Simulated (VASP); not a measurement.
# TiN (Fm-3m) in VASP: relaxation of cell and atoms with PBE

Aim: the relaxation of cell and atoms of TiN with PBE.

Everything below comes from runs of VASP 6.6.1. Logs are shortened: lines on timing, memory, paths and dates and some standing lists are left out, and cuts for length are marked.

### Step 1. The crystal as given

The structure is cubic, space group Fm-3m (No. 225). The conventional cell has a = 4.240 Å, b = 4.240 Å, c = 4.240 Å, α = 90.00°, β = 90.00°, γ = 90.00°. Around Ti (site symmetry m-3m) lie 6 N at 2.12 Å. N (site symmetry m-3m) has 6 Ti at 2.12 Å as nearest neighbours.

The cell was built by a generator and needn't be a form met in nature.

### Step 2. Relaxation of cell and atoms, PBE

INCAR reads:

```
ALGO = Fast
EDIFF = 1E-6
EDIFFG = -0.02
ENCUT = 600
GGA = PE
IBRION = 2
ISIF = 3
ISMEAR = 1
LASPH = T
LCHARG = F
LREAL = F
LWAVE = F
NELM = 80
NSW = 60
PREC = Accurate
SIGMA = 0.15
```

KPOINTS reads:

```
k-points
0
Gamma
  16 16 16
```

POSCAR reads:

```
TiN
1.0
    0.0000000000      2.1200000000      2.1200000000
    2.1200000000      0.0000000000      2.1200000000
    2.1200000000      2.1200000000      0.0000000000
Ti N
1 1
Direct
    0.0000000000      0.0000000000      0.0000000000
    0.5000000000      0.5000000000      0.5000000000
```

Potentials or basis: VASP PAW PBE potentials, release 64 (Ti_sv, N).

Started as:

```console
cat potpaw_PBE.64/Ti_sv/POTCAR potpaw_PBE.64/N/POTCAR > POTCAR
mpirun -np 1 vasp_std > vasp.out
```

OUTCAR:

```text
EDIFF = 1E-6
   EDIFFG = -0.02
   ENCUT = 600
   GGA = PE
   IBRION = 2
   ISIF = 3
   ISMEAR = 1
   LASPH = T
   LREAL = F
   NELM = 80
   NSW = 60
   PREC = Accurate

 ion  position               nearest neighbor table
   1  0.000  0.000  0.000-   2 2.12   2 2.12   2 2.12   2 2.12   2 2.12   2 2.12
   2  0.500  0.500  0.500-   1 2.12   1 2.12   1 2.12   1 2.12   1 2.12   1 2.12

  LATTYP: Found a face centered cubic cell.
 ALAT       =     4.2400000000

  Lattice vectors:

 A1 = (   0.0000000000,   2.1200000000,   2.1200000000)
 A2 = (   2.1200000000,   0.0000000000,   2.1200000000)
 A3 = (   2.1200000000,   2.1200000000,   0.0000000000)

Analysis of symmetry for initial positions (statically):
=====================================================================
 Subroutine PRICEL returns:
 Original cell was already a primitive cell.

 Routine SETGRP: Setting up the symmetry group for a
 face centered cubic supercell.

 Subroutine GETGRP returns: Found 48 space group operations
 (whereof 48 operations were pure point group operations)
 out of a pool of 48 trial point group operations.

The static configuration has the point symmetry O_h .

Analysis of symmetry for dynamics (positions and initial velocities):
=====================================================================
 Subroutine PRICEL returns:
 Original cell was already a primitive cell.

 Routine SETGRP: Setting up the symmetry group for a
 face centered cubic supercell.

 Subroutine GETGRP returns: Found 48 space group operations
 (whereof 48 operations were pure point group operations)
 out of a pool of 48 trial point group operations.

The dynamic configuration has the point symmetry O_h .

 Subroutine INISYM returns: Found 48 space group operations
 (whereof 48 operations are pure point group operations),
 and found     1 'primitive' translations

----------------------------------------------------------------------------------------

                                     Primitive cell

  volume of cell :      19.0563

  direct lattice vectors                    reciprocal lattice vectors
     0.000000000  2.120000000  2.120000000    -0.235849057  0.235849057  0.235849057
     2.120000000  0.000000000  2.120000000     0.235849057 -0.235849057  0.235849057
     2.120000000  2.120000000  0.000000000     0.235849057  0.235849057 -0.235849057

  length of vectors
     2.998132752  2.998132752  2.998132752     0.408502549  0.408502549  0.408502549

  position of ions in fractional coordinates (direct lattice)
     0.000000000  0.000000000  0.000000000
     0.500000000  0.500000000  0.500000000

  ion indices of the primitive-cell ions
   primitive index   ion index
                 1           1
                 2           2

----------------------------------------------------------------------------------------

 KPOINTS: k-points

Automatic generation of k-mesh.
 Grid dimensions read from file:
 generate k-points for:   16   16   16

 Generating k-lattice:

  Cartesian coordinates                     Fractional coordinates (reciprocal lattice)
    -0.014740566  0.014740566  0.014740566     0.062500000  0.000000000  0.000000000
     0.014740566 -0.014740566  0.014740566     0.000000000  0.062500000  0.000000000
     0.014740566  0.014740566 -0.014740566     0.000000000  0.000000000  0.062500000

  Length of vectors
     0.025531409  0.025531409  0.025531409

  Shift w.r.t. Gamma in fractional coordinates (k-lattice)
     0.000000000  0.000000000  0.000000000

 Subroutine IBZKPT returns following result:
 ===========================================

 Found    145 irreducible k-points:

 Following reciprocal coordinates:
            Coordinates               Weight
  0.000000  0.000000  0.000000      1.000000
  0.062500  0.000000  0.000000      8.000000
  0.125000  0.000000  0.000000      8.000000
  0.187500  0.000000  0.000000      8.000000
  0.250000  0.000000  0.000000      8.000000
  0.312500  0.000000  0.000000      8.000000
[... 16 lines left out ...]
 -0.125000  0.062500  0.000000     24.000000
 -0.062500  0.062500  0.000000     12.000000
 [... further k-points ...]
   k-points           NKPTS =    145   k-points in BZ     NKDIM =    145   number of bands    NBANDS=     12
   number of dos      NEDOS =    301   number of ions     NIONS =      2
   total plane-waves  NPLWV =  13824
   dimension x,y,z NGX =    24 NGY =   24 NGZ =   24
   dimension x,y,z NGXF=    48 NGYF=   48 NGZF=   48
   ions per type =               1   1
   NGX,Y,Z   is equivalent  to a cutoff of  13.31, 13.31, 13.31 a.u.
   NGXF,Y,Z  is equivalent  to a cutoff of  26.62, 26.62, 26.62 a.u.
 SYSTEM =  unknown system
   PREC   = accura    normal or accurate (medium, high low for compatibility)
   ISTART =      0    job   : 0-new  1-cont  2-samecut
   ICHARG =      2    charge: 1-file 2-atom 10-const
   ISPIN  =      1    spin polarized calculation?
   LNONCOLLINEAR =      F non collinear calculations
   LSORBIT =      F    spin-orbit coupling
   LASPH  =      T    aspherical Exc in radial PAW
   ENCUT  =  600.0 eV  44.10 Ry    6.64 a.u.   5.99  5.99  5.99*2*pi/ulx,y,z
   NELM   =     80;   NELMIN=  2; NELMDL= -5     # of ELM steps
   EDIFF  = 0.1E-05   stopping-criterion for ELM
   LREAL  =      F    real-space projection
   EDIFFG = -.2E-01   stopping-criterion for IOM
   NSW    =     60    number of steps for IOM
   IBRION =      2    ionic relax: 0-MD 1-quasi-New 2-CG
   NFREE  =      1    steps in history (QN), initial steepest desc. (CG)
   ISIF   =      3    stress and relaxation
   ISYM   =      2    0-nonsym 1-usesym 2-fastsym
   POTIM  = 0.5000    time-step for ionic-motion
   TEBEG  =    0.0;   TEEND  =   0.0 temperature during run
   PSTRESS=    0.0 pullay stress
   NELECT =      17.0000    total number of electrons
   NUPDOWN=      -1.0000    fix difference up-down
   EMIN   =  10.00;   EMAX   =-10.00  energy-range for DOS
   EFERMI =   0.00;   METHOD = LEGACY
   ISMEAR =     1;   SIGMA  =   0.15  broadening in eV -4-tet -1-fermi 0-gaus
   EFERMI_NEDOS =   21; number of points for ismear=-14 and -15
   IALGO  =     68    algorithm
   IMIX   =      4    mixing-type and parameters
     AMIX     =   0.40;   BMIX     =  1.00
     AMIX_MAG =   1.60;   BMIX_MAG =  1.00
  volume/ion in A,a.u.               =       9.53        64.30
  Fermi-wavevector in a.u.,A,eV,Ry     =   1.575960  2.978133 33.792122  2.483651
  Thomas-Fermi vector in A             =   2.676865
   LORBIT       =      0    0 simple, 1 ext, 2 COOP (PROOUT), +10 PAW based schemes
   GGA     = PE    functional components
   LHFCALC =     F    Hartree Fock is set to
   AEXX    =    0.0000 exact exchange contribution
   IVDW    =     0    specifies the selected vdW correction
   LEPSILON=     F    determine dielectric tensor
   LRPA    =     F    only Hartree local field effects (RPA)
 conjugate gradient relaxation of ions
 non-spin polarized calculation
 RMM-DIIS sequential band-by-band and
 Methfessel and Paxton  Order N= 1 SIGMA  =   0.15
  energy-cutoff  :      600.00
  volume of cell :       19.06
 maximum number of plane-waves:       652
   NGX = 11   NGY = 11   NGZ = 11

--------------------------------------- Ionic step        1  -------------------------------------------

 number of electron      17.0000002 magnetization

 Free energy of the ion-electron system (eV)
  ---------------------------------------------------
  ext. energy  EPLUGINS =         0.00000000
  ---------------------------------------------------
  free energy    TOTEN  =       -19.63751274 eV

  energy without entropy =      -19.63624222  energy(sigma->0) =      -19.63708923

------------------------ aborting loop EDIFF was not reached (unconverged)  ----------------------------

  FORCE on cell =-STRESS in cart. coord.  units (eV):
  Direction    XX          YY          ZZ          XY          YZ          ZX
  --------------------------------------------------------------------------------------
  -------------------------------------------------------------------------------------
  Total        0.2011998      0.2011998      0.2011998      0.0000000      0.0000000      0.0000000
  in kB       16.9161109     16.9161109     16.9161109      0.0000000      0.0000000      0.0000000
  external PRESSURE =      16.9161109 kB  Pullay stress =       0.0000000 kB
[... 23 lines left out ...]
--------------------------------------- Ionic step        2  -------------------------------------------

 number of electron      17.0000003 magnetization

------------------------ aborting loop because EDIFF is reached ----------------------------------------

  FORCE on cell =-STRESS in cart. coord.  units (eV):
  Direction    XX          YY          ZZ          XY          YZ          ZX
  --------------------------------------------------------------------------------------
  -------------------------------------------------------------------------------------
  Total       -0.2751623     -0.2751623     -0.2751623      0.0000000      0.0000000      0.0000000
  in kB      -22.8010128    -22.8010128    -22.8010128      0.0000000      0.0000000      0.0000000
  external PRESSURE =     -22.8010128 kB  Pullay stress =       0.0000000 kB
[... 23 lines left out ...]
--------------------------------------- Ionic step        3  -------------------------------------------

 number of electron      17.0000002 magnetization

 Free energy of the ion-electron system (eV)
  ---------------------------------------------------
  ext. energy  EPLUGINS =         0.00000000
  ---------------------------------------------------
  free energy    TOTEN  =       -19.63834413 eV

  energy without entropy =      -19.63711182  energy(sigma->0) =      -19.63793336

 E-fermi :  11.3777     XC(G=0): -12.9895

 val. band max:       11.3535286264   @ k =  -0.3750   0.4375   0.1875
 cond. band min:      11.3825579701   @ k =   0.4375   0.1875   0.0625
 fundamental gap:      0.0290293437
 Fermi energy:        11.3777288455

 k-point     1 :       0.0000    0.0000    0.0000
  band No.  band energies     occupation
      1     -46.5050      2.00000
      2     -22.4893      2.00000
      3     -22.4893      2.00000
      4     -22.4893      2.00000
      5      -5.6951      2.00000
      6       9.3361      2.00000
      7       9.3361      2.00000
      8       9.3361      2.00000
      9      10.7636      2.00000
     10      10.7636      2.00000
     11      10.7636      2.00000
     12      11.9451     -0.00000
[... 331 lines left out ...]
 k-point    24 :      -0.0625    0.0625    0.0000
  band No.  band energies     occupation
      1     -46.4957      2.00000
      2     -22.5494      2.00000
      3     -22.5048      2.00000
      4     -22.4904      2.00000
      5      -5.4976      2.00000
      6       8.2716      2.00000
      7       8.5015      2.00000
      8       8.8126      2.00000
      9      10.8793      2.00003
     10      11.1634      2.06134
     11      11.2745      1.91143
     12      12.3758     -0.00000

 [... further k-points ...]
[... 5 lines left out ...]
  --------------------------------------------------------------------------------------
  -------------------------------------------------------------------------------------
  Total        0.0170424      0.0170424      0.0170424      0.0000000     -0.0000000      0.0000000
  in kB        1.4232193      1.4232193      1.4232193      0.0000000     -0.0000000      0.0000000
  external PRESSURE =       1.4232193 kB  Pullay stress =       0.0000000 kB
[... 17 lines left out ...]
  FREE ENERGIE OF THE ION-ELECTRON SYSTEM (eV)
  ---------------------------------------------------
  free  energy   TOTEN  =       -19.6383441344 eV

  energy  without entropy=      -19.6371118175  energy(sigma->0) =      -19.63793336

 reached required accuracy - stopping structural energy minimisation
```

Run time: 3 min. Hardware: 1 thread of AMD EPYC 9R45 (Zen 5), shared host; peak memory 0.14 GiB.

What came out:

```yaml
Free_energy: -19.6383 eV
Relaxed_volume: 9.59 Å³/atom
Relaxed_cell: a = 3.005 Å, b = 3.005 Å, c = 3.005 Å, α = 60.00°, β = 60.00°, γ = 60.00°
Space_group_after_relaxing_to_0.05_Å: Fm-3m (No. 225)
Energy_gained_by_relaxing: 0.4 meV/atom
Ionic_steps: 3
Pressure_after_relaxing: 0.1 GPa
Band_gap_on_the_k_mesh: none (metal or under the smearing width)
```

Step by step:
| step | energy change (eV) | largest force (eV/Å) | pressure (GPa) | volume (Å³) |
| --- | --- | --- | --- | --- |
| 1 | 0.0000 | 0.0000 | 1.69 | 19.06 |
| 2 | 0.0003 | 0.0000 | -2.28 | 19.34 |
| 3 | -0.0008 | 0.0000 | 0.14 | 19.19 |

Final structure:
```yaml
crystal:
  lattice:
    - [0.00000, 2.12477, 2.12477]
    - [2.12477, 0.00000, 2.12477]
    - [2.12477, 2.12477, 0.00000]
  atoms:
    - { symbol: Ti, position: [0.00000, 0.00000, 0.00000] }
    - { symbol: N, position: [0.50000, 0.50000, 0.50000] }
```
